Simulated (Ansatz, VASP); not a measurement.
## Cross-check of Si54C53 (V_C1) between VASP and Ansatz

One calculation is typed for both programs; each brings its own data sets. How far apart do they land? The cell is taken from a series of runs on this material, whose earlier steps may have relaxed, scaled, displaced or heated it; both programs get it as it stands.

Calculated with Ansatz 0.2.0; plane waves, with VASP 6.6.1 beside it; r2SCAN.

## 1. Set-up

The cell holds 107 atoms: 54 Si and 53 C. Cell: a = 9.375 Å, b = 9.375 Å, c = 15.334 Å, α = 90.0°, β = 90.0°, γ = 120.0°. It derives from SiC (SiC (P6_3mc)). Nearest the centre at fractional (0.556, 0.444, 0.542): Si29 at 1.77 Å, Si27 at 1.79 Å, Si47 at 1.87 Å, Si53 at 1.87 Å, C98 at 3.01 Å, C80 at 3.03 Å, C77 at 3.09 Å, C88 at 3.11 Å.

## 2. VASP: single point, r2SCAN

A single point takes one fixed geometry, so differences don't come from the geometry; what else differs is listed under the comparison.

Lines of VASP's logs that name or quote its potential files are left out, and so is its time.

Contents of INCAR:

```
SYSTEM = Si54C53
PREC = Accurate
ENCUT = 580
EDIFF = 1E-06
NELM = 120
ISMEAR = -1
SIGMA = 0.01
LREAL = Auto
ALGO = Normal
METAGGA = R2SCAN
LASPH = .TRUE.
NBANDS = 288
LORBIT = 11
LWAVE = .FALSE.
LCHARG = .FALSE.
ISIF = 2
ISYM = 0
GGA_COMPAT = .FALSE.
EFERMI = MIDGAP
LMIXTAU = .TRUE.
KPAR = 4
```

Contents of POSCAR:

```
Si54C53
1.0
    9.3745348521      0.0000000000      0.0000000000
   -4.6872674261      8.1185853306      0.0000000000
    0.0000000000      0.0000000000     15.3344823687
Si C
54 53
Direct
    0.1092187095      0.2214058182      0.8325979479
    0.2261961300      0.1151320257      0.3356566034
    0.2178181061      0.1073064619      0.6668498146
[... 1 atom line left out ...]
    0.0009934580      0.0013162477      0.4998072493
[... 2 atom lines left out ...]
    0.2266326236      0.4454783309      0.3358556127
    0.2171575007      0.4450291580      0.6668911099
[... 1 atom line left out ...]
    0.0009153403      0.3344282042      0.4997518644
[... 5 atom lines left out ...]
    0.0027259180      0.6689228446      0.4997727622
[... 1 atom line left out ...]
    0.4420341789      0.2212027939      0.8319967112
    0.5575260811      0.1120903464      0.3325783073
    0.5529807260      0.1124479717      0.6654821972
[... 1 atom line left out ...]
    0.3342327335      0.0015899800      0.5005632622
[... 1 atom line left out ...]
    0.4412283445      0.5551981010      0.8328018163
    0.5586931127      0.4466100619      0.3339070273
    0.5296904037      0.4377111565      0.6572748690
[... 1 atom line left out ...]
    0.3431755386      0.3328280070      0.5151273058
[... 2 atom lines left out ...]
    0.5579868513      0.7789961992      0.3337119666
    0.5529557855      0.7769606766      0.6658062948
[... 1 atom line left out ...]
    0.3354841304      0.6666104724      0.5006884098
[... 5 atom lines left out ...]
    0.6668458845      0.0010585068      0.4998174416
[... 1 atom line left out ...]
    0.7715512371      0.5528097955      0.8295046212
    0.8922379116      0.4458549668      0.3321100438
    0.8831047873      0.4440156342      0.6645712809
[... 1 atom line left out ...]
    0.6679956123      0.3450340428      0.4946065882
[... 2 atom lines left out ...]
    0.8911419288      0.7801669395      0.3330539989
    0.8847975408      0.7751562431      0.6648289945
[... 1 atom line left out ...]
    0.6754858566      0.6608787608      0.5010436990
[... 3 atom lines left out ...]
    0.1083936290      0.2212766882      0.7082063065
[... 1 atom line left out ...]
    0.2177212830      0.1056483040      0.5430924347
[... 5 atom lines left out ...]
    0.2214700055      0.4451182449      0.5428603224
[... 2 atom lines left out ...]
    0.0018249189      0.6684024483      0.3741156032
[... 5 atom lines left out ...]
    0.3351818076      0.0015882083      0.3748885249
    0.4392290763      0.2188717222      0.7083013356
[... 1 atom line left out ...]
    0.5565371562      0.1156516841      0.5409204455
[... 2 atom lines left out ...]
    0.3407189362      0.3374349176      0.3800716090
    0.4370386817      0.5570749960      0.7099894779
    0.5562324210      0.4454595250      0.2080007567
[... 2 atom lines left out ...]
    0.3353027172      0.6685129433      0.3751044800
[... 2 atom lines left out ...]
    0.5574040113      0.7766859475      0.5414006788
[... 3 atom lines left out ...]
    0.7752950003      0.2219030702      0.7074717532
[... 4 atom lines left out ...]
    0.6708917356      0.3343182110      0.3704135051
    0.7664731905      0.5508729772      0.7029001195
[... 1 atom line left out ...]
    0.8903525102      0.4463104308      0.5403775465
[... 2 atom lines left out ...]
    0.6701690518      0.6696666153      0.3735439256
    0.7754941832      0.8878891540      0.7076036160
[... 1 atom line left out ...]
    0.8959901535      0.7831584470      0.5409384271
    0.7772516625      0.8887903311      0.0413819406
```

Contents of KPOINTS:

```
Points of the shifted mesh
8
Reciprocal
 0.2500000000  0.2500000000  0.2500000000 1
 0.2500000000  0.2500000000  0.7500000000 1
 0.2500000000  0.7500000000  0.2500000000 1
 0.2500000000  0.7500000000  0.7500000000 1
 0.7500000000  0.2500000000  0.2500000000 1
 0.7500000000  0.2500000000  0.7500000000 1
 0.7500000000  0.7500000000  0.2500000000 1
 0.7500000000  0.7500000000  0.7500000000 1
```

The projector-augmented-wave data sets are Si and C (PBE family, release 64).

Command:

```
$ mpirun -np 8 vasp_std
```

Numbers of over 12 decimals in the logs are rounded to 6 here.

The program printed:

```text
[banner, memory and clock lines left out]
running    8 mpi-ranks, on    1 nodes
[...]
|                                                                             |
|           W    W    AA    RRRRR   N    N  II  N    N   GGGG   !!!           |
|           W    W   A  A   R    R  NN   N  II  NN   N  G    G  !!!           |
|           W    W  A    A  R    R  N N  N  II  N N  N  G       !!!           |
|           W WW W  AAAAAA  RRRRR   N  N N  II  N  N N  G  GGG   !            |
|           WW  WW  A    A  R   R   N   NN  II  N   NN  G    G                |
|           W    W  A    A  R    R  N    N  II  N    N   GGGG   !!!           |
|                                                                             |
|     For optimal performance we recommend to set                             |
|       NCORE = 2 up to number-of-cores-per-socket                            |
|     NCORE specifies how many cores store one orbital (NPAR=cpu/NCORE).      |
|     This setting can greatly improve the performance of VASP for DFT.       |
[...]
|               ----> ADVICE to this user running VASP <----                  |
|                                                                             |
|     You enforced a specific xc type in the INCAR file but a different       |
|     [... a line on the potential file left out ...]
|     I HOPE YOU KNOW WHAT YOU ARE DOING!                                     |
|                                                                             |

 LDA part: xc-table for (None), standard interpolation
 POSCAR, INCAR and KPOINTS ok, starting setup
[...]
entering main loop
       N       E                     dE             d eps       ncg     rms          rms(c)
DAV:   1     0.119052529343E+04    0.11905E+04   -0.21326E+05  4608   0.151E+03
DAV:   2    -0.101120816507E+04   -0.22017E+04   -0.20772E+04  5608   0.252E+02
DAV:   3    -0.117861123561E+04   -0.16740E+03   -0.16539E+03  5608   0.641E+01
DAV:   4    -0.118285629266E+04   -0.42451E+01   -0.42241E+01  5592   0.110E+01
[...]
DAV:  25    -0.102688315553E+04    0.38745E-05   -0.51773E-06  4544   0.421E-03    0.179E-02
DAV:  26    -0.102688316993E+04   -0.14396E-04   -0.10563E-05  4896   0.697E-03    0.616E-03
DAV:  27    -0.102688316921E+04    0.71354E-06   -0.11497E-06  2728   0.233E-03
   1 F= -.10268832E+04 E0= -.10268832E+04  d E =-.412465E-10
```

Parts of OUTCAR (step 2):

```text
  FREE ENERGIE OF THE ION-ELECTRON SYSTEM (eV)
  ---------------------------------------------------
  free  energy   TOTEN  =     -1026.8831692137 eV

  energy  without entropy=    -1026.8831692136  energy(sigma->0) =    -1026.88316921
```

The run ends at a pressure of -9.81 GPa, with forces up to 1.7 eV/Å.

## 3. Ansatz: single point, r2SCAN

Ansatz runs on its PAW soft_1 files.

The same cell, functional, mesh and smearing now go to Ansatz.

Contents of input.yaml:

```yaml
crystal:
  checkpoint: "../qm1_M1.relax.run"
  host: checkpoint
basis:
  ecutwfc: 500
  xc_grid: 2
hamiltonian:
  xc: r2scan
  pseudopotentials: { kind: paw, azcp: { folder: soft_1 } }
kpoints:
  mp_grid: { grid: [2, 2, 2], shift: [0.5, 0.5, 0.5] }
scf:
  occupations: { method: fermi_dirac, width: 0.01 }
  max_iter: 80
output:
  forces: true
  eigenvalues: true
  charged_corrections: { defect_position: [0.555556, 0.444444, 0.541528] }
checkpoint:
  read: "../qm1_M1.relax.run"
  write: "../qm1_M1.point_neutral.run"
  compress: false
  write_wavefunctions: false
  write_every: 100000
```

Command:

```
$ ansatz run input.yaml --threads 4 --pin off --max-ram 15073MiB --backend cpu --events-out ev --progress --plain --runs-dir out
```

The program printed:

```text
Warning: checkpoint.read: spin treatment differs: saved collinear, current unpolarized; the saved charge density seeds this run and the saved magnetisation is not carried: this deck is unpolarised; the saved density holds an absolute magnetisation of 1.2e0 μB; saved orbitals and DFT+U occupations are not carried; the saved kinetic-energy density and PAW projector densities are carried summed over spin
checkpoint.read: the saved state was converged at a total charge of -1 e, and this run's is 0 e: a saved density that it takes is scaled to its electron count
crystal.checkpoint: the structure is that of <dir>, a `relax` run, at its step 26: its result, under r2scan at a charge of -1 e; 107 atoms read, 0 with a starting moment; this deck's charge is 0 e; crystal.structure_sha256 for this input is
Engine: ansatz 0.2.0, aarch64-unknown-linux-gnu
Pseudopotentials: kind: paw
Pseudopotential: Si, paw, valence charge 4, recommended cutoff 500 eV (meta_gga), soft_1/Si.paw.azcp
Pseudopotential: C, paw, valence charge 4, recommended cutoff 500 eV (meta_gga), soft_1/C.paw.azcp
Functional definition: r2SCAN
  parameter k0 = 0.174
  parameter k1 = 0.065
  parameter a1 = 4.9479
  exchange = r2scan_x(k0 = k0, k1 = k1, a1 = a1)
  correlation = r2scan_c
Crystal: 107 atoms, lattice volume = 1167.076 Å³
Basis set: ecut = 500 eV, 29623 PW (Γ), exchange–correlation on 144×144×240 points (8 copies of the dense FFT grid, shifted against one another)
Bands: 321, of which v1, the nominal top of the filled ones, is band 214 counted from 1 (213 counted from 0)
Symmetry: 1 space group operations
Space group: P1 (ITA 1), of the structure as read, at distance tolerance 1.1e-4 Å
k-points: 4 of 8 (time reversal used)
Non-local potential: Si, projectors of the file, l = 0: 2, l = 1: 2, l = 2: 1
Non-local potential: C, projectors of the file, l = 0: 2, l = 1: 2, l = 2: 1
PAW form: soft (Blöchl's): semilocal exchange-correlation on the pseudo side does not see the compensation charge
PAW frozen core: Si, regenerated for the run's functional (the file was generated under x = pbe(κ = 0.804, μ = 0.219515), c = pbe(β = 0.066725))
PAW frozen core: C, regenerated for the run's functional (the file was generated under x = pbe(κ = 0.804, μ = 0.219515), c = pbe(β = 0.066725))
PAW one-centre angular grid: Si, 302 points (default); XC on 160 Gauss nodes
PAW one-centre angular grid: C, 302 points (default); XC on 219 of its mesh's 2255 points in the sphere
Initial density: read from a saved state, or passed on in memory by an earlier SCF of this step, an earlier step, the calling program or the single point that the run made first
Initial wavefunctions: pseudopotential atomic-orbital guess
Functional: x = r2scan, c = r2scan; τ floored in thin density (d = 2e-4 eV/Å³)
iter 1 solved again at ethr=4.17e-4 eV; its pass at ethr=3.10e-3 eV (dr2=1.79e0 eV) is discarded
SCF iter   1: F=—  HF=-47873.689098 eV  |F-HF|=—  |Δ(HF+E_count)|=         —  Δρ=5.71e-3  dr2=1.79e0  dr2_τ=1.07e-2  ethr=4.17e-4  ⟨swp⟩=4.5  Hψ=8182  notcnv=0
preconditioner: auto → Resta (q_TF=auto, 2.308 Å⁻¹)  ε∞=4.3  [insulator: Δε(μ)=0.562 eV  Ē_g=12.317 eV  σ=0.010 eV  W_gap=1.00  n_scr=244 (ndim 8)  ℏωp=22.5 eV  f_vac=0.000  D(μ)=0.00/eV (n_scr^D=0)  ε∞_Penn≈4.3]
SCF iter   2: F=—  HF=-47873.359444 eV  |F-HF|=—  |Δ(HF+E_count)|=   3.30e-1  Δρ=2.82e-3  dr2=2.07e-1  dr2_τ=4.25e-3  ethr=4.17e-4  ⟨swp⟩=7.5  Hψ=2293  notcnv=0
SCF iter   3: F=—  HF=-47873.328305 eV  |F-HF|=—  |Δ(HF+E_count)|=   3.11e-2  Δρ=1.16e-3  dr2=1.70e-2  dr2_τ=5.17e-4  ethr=4.85e-5  ⟨swp⟩=3.0  Hψ=2165  notcnv=0  defer=406
SCF iter   4: F=—  HF=-47873.329412 eV  |F-HF|=—  |Δ(HF+E_count)|=   1.11e-3  Δρ=3.36e-4  dr2=1.41e-3  dr2_τ=2.08e-4  ethr=3.96e-6  ⟨swp⟩=3.0  Hψ=1697  notcnv=0  defer=114
automatic band count: iteration 4 solves 248 bands in place of 321: the levels show a gap, and the empty bands left out lie too high to hold charge; the band table lists the bands solved (type scf.n_extra_bands for more)
SCF iter   5: F=—  HF=-47873.329472 eV  |F-HF|=—  |Δ(HF+E_count)|=   6.00e-5  Δρ=8.35e-5  dr2=7.01e-5  dr2_τ=1.98e-6  ethr=3.28e-7  ⟨swp⟩=2.0  Hψ=1738  notcnv=0  defer=114
SCF iter   6: F=—  HF=-47873.329063 eV  |F-HF|=—  |Δ(HF+E_count)|=   4.09e-4  Δρ=2.35e-5  dr2=8.72e-6  dr2_τ=7.96e-7  ethr=1.64e-8  ⟨swp⟩=2.0  Hψ=1734  notcnv=0  defer=114
SCF iter   7: F=—  HF=-47873.329063 eV  |F-HF|=—  |Δ(HF+E_count)|=   7.38e-8  Δρ=7.41e-6  dr2=6.82e-7  dr2_τ=4.21e-8  ethr=2.04e-9  ⟨swp⟩=2.0  Hψ=1637  notcnv=0  defer=114
SCF iter   8: F=-47873.329063 eV  HF=-47873.329063 eV  |F-HF|=2.76e-9  |Δ(HF+E_count)|=   1.54e-7  Δρ=1.72e-6  dr2=3.88e-8  dr2_τ=2.03e-9  ethr=2.34e-11  ⟨swp⟩=11.5  Hψ=5224  notcnv=0
SCF 1 converged in 8 iterations: F = -47873.329063 eV  dr2 = 3.88e-8
[...]
k-point 1: bands = [... 210 lower, 8.2925, 8.3691, 8.4749, 9.5509, 10.3436, 11.0894, 11.6136, 11.7284, ... 30 higher]
  k-point 2: bands = [... 210 lower, 8.4482, 8.5081, 8.7308, 9.8783, 10.5844, 11.0634, 11.4628, 11.5940, ... 30 higher]
  k-point 3: bands = [... 210 lower, 8.4497, 8.4952, 8.7303, 9.8567, 10.5831, 11.1101, 11.4399, 11.5779, ... 30 higher]
```

The column dr2 measures how far the density is from self-consistency, as an energy; F and HF (Harris–Foulkes) agree once it is small.

## 4. Differences

Known differences besides the potentials themselves: VASP keeps PBE cores, Ansatz makes them for the functional; the cutoff is 500 eV in Ansatz and 580 eV in VASP (PREC = Accurate, projectors in real space). Total energies have different zeros and are not compared.

The two programs side by side:

```
              quantity  Ansatz   VASP  difference
gap on the k mesh (eV)   0.456  0.454      +0.002
```

Forces on 7 of the 107 atoms, those with the largest forces and the largest differences (eV/Å; atoms numbered as in POSCAR):

```
atom         Ansatz x, y, z           VASP x, y, z
Si27  -0.024, -0.811, 1.332  -0.029, -0.812, 1.340
Si29  -1.434, 0.220, -0.139  -1.442, 0.214, -0.141
Si41   0.505, 0.293, -0.445   0.506, 0.294, -0.444
Si47   1.512, 0.254, -0.294   1.520, 0.251, -0.299
Si53   0.173, 0.729, -1.538   0.176, 0.742, -1.542
 C77   -0.571, 0.322, 0.098   -0.577, 0.316, 0.104
 C88   0.136, -0.644, 0.287   0.127, -0.646, 0.294
```

The forces differ by 2.9 meV/Å r.m.s., which is 1.2 % of the r.m.s. force of 0.239 eV/Å (both taken over all components). A gap on the mesh is an upper bound, since the band edges may lie between its points.

## 5. Results

```
r.m.s. force difference (single point, r2SCAN) : 1.2 % of the r.m.s. force
```

What this shows: The r.m.s. force difference is 1.2 % of the r.m.s. force (single point, r2SCAN), within the 3 % picked in this series as the mark of a large difference. Such differences can come from data sets, numerical settings and the points named under the comparisons, not from the functional's error against experiment.

[Lines on the potential files, build, host, timing and source positions are cut from VASP's logs without a mark.]

[Logs are printed without paths, hosts, clocks, repeated set-up lines and the standing remarks that a program may print on its own settings, such as how far it seeks lower states.]

[Hosts, paths, dates, database ids (printed as entryN), source tags and the programs' standing remarks are cut or masked in the printed files.]
